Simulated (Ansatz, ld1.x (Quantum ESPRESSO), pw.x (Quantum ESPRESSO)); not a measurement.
**What a changed setting does to a pw.x run (bcc B)**

Potential: PAW, ld1.x (Quantum ESPRESSO) 7.5, PBE; core [He], reference 2s2 2p1; waves: 2s (bound): rcut 1.25, rcutus 1.40 bohr; 2s channel at 0.5 Ry: rcut 1.25, rcutus 1.40 bohr; 2p (bound): rcut 1.95, rcutus 2.15 bohr; 2p channel at 0.4 Ry: rcut 1.95, rcutus 2.15 bohr; 3d channel at 0.1 Ry: rcut 1.45, rcutus 2.00 bohr; 3d channel at 0.7 Ry: rcut 1.45, rcutus 2.00 bohr; local part: all-electron potential smoothed inside 1.90 bohr (lloc = -1); core correction: none; augmentation: PSQ, inside the norm-conserving radii.

The reference run (k-mesh 18³, cutoffs 40/320 Ry, Fermi–Dirac 0.01 Ry, mixing_beta 0.4, conv_thr 1e-9, no spin) gives -0.38 GPa at 6.178 Å³/atom, where all-electron LAPW gives -1.02 GPa. This run, with its own iteration cap, changes nbnd to 14.

```
&control
  calculation='scf', prefix='x', pseudo_dir='./', outdir='./tmp', tstress=.true., disk_io='none'
/
&system
  ibrav=0, nat=1, ntyp=1, ecutwfc=40, ecutrho=320, nbnd=14,
  occupations='smearing', smearing='fd', degauss=0.01
/
&electrons
  conv_thr=1e-09, mixing_beta=0.4, electron_maxstep=70
/
ATOMIC_SPECIES
B 1.0 B.UPF
CELL_PARAMETERS angstrom
  -1.15592406 1.15592406 1.15592406
  1.15592406 -1.15592406 1.15592406
  1.15592406 1.15592406 -1.15592406
ATOMIC_POSITIONS crystal
B 0.0000 0.0000 0.0000
K_POINTS automatic
18 18 18 0 0 0
```

```bash
pw.x < B.scf.in > B.scf.out
```

Question: How does the run end?

Answer: It converges in 6 iterations; the free energy moves by +0.0 meV/atom and the pressure by +0.00 GPa. The result is that of the reference run.

```
Message from routine setup:
     using ibrav=0 with symmetry is DISCOURAGED, use correct ibrav instead
     lattice parameter (alat)  =       3.7835  a.u.
     unit-cell volume          =      41.6912 (a.u.)^3
     number of electrons       =         3.00
     number of Kohn-Sham states=           14
     kinetic-energy cutoff     =      40.0000  Ry
     charge density cutoff     =     320.0000  Ry
     scf convergence threshold =      1.0E-09
     Exchange-correlation= SLA  PW   PBX  PBC
     number of k points=   195  Fermi-Dirac smearing, width (Ry)=  0.0100
     iteration #  1     ecut=    40.00 Ry     beta= 0.40
     total energy              =     -11.33214213 Ry
     estimated scf accuracy    <       0.00051650 Ry
     iteration #  2     ecut=    40.00 Ry     beta= 0.40
     total energy              =     -11.33307373 Ry
     estimated scf accuracy    <       0.00018237 Ry
     iteration #  3     ecut=    40.00 Ry     beta= 0.40
     total energy              =     -11.33310931 Ry
     estimated scf accuracy    <       0.00000121 Ry
     iteration #  4     ecut=    40.00 Ry     beta= 0.40
     total energy              =     -11.33310936 Ry
     estimated scf accuracy    <       0.00000002 Ry
     iteration #  5     ecut=    40.00 Ry     beta= 0.40
     total energy              =     -11.33310936 Ry
     estimated scf accuracy    <          7.9E-09 Ry
     iteration #  6     ecut=    40.00 Ry     beta= 0.40
     the Fermi energy is    13.5592 ev
!    total energy              =     -11.33310936 Ry
     estimated scf accuracy    <          8.2E-11 Ry
     smearing contrib. (-TS)   =      -0.00105172 Ry
     convergence has been achieved in   6 iterations
          total   stress  (Ry/bohr**3)                   (kbar)     P=       -3.83
     Message from routine punch:
     Nothing written, as per user request (disk_io='none')
```

The run took about 4.7 s on one core of a shared host (Neoverse-V2, 32 threads, 247 GiB, load 27).
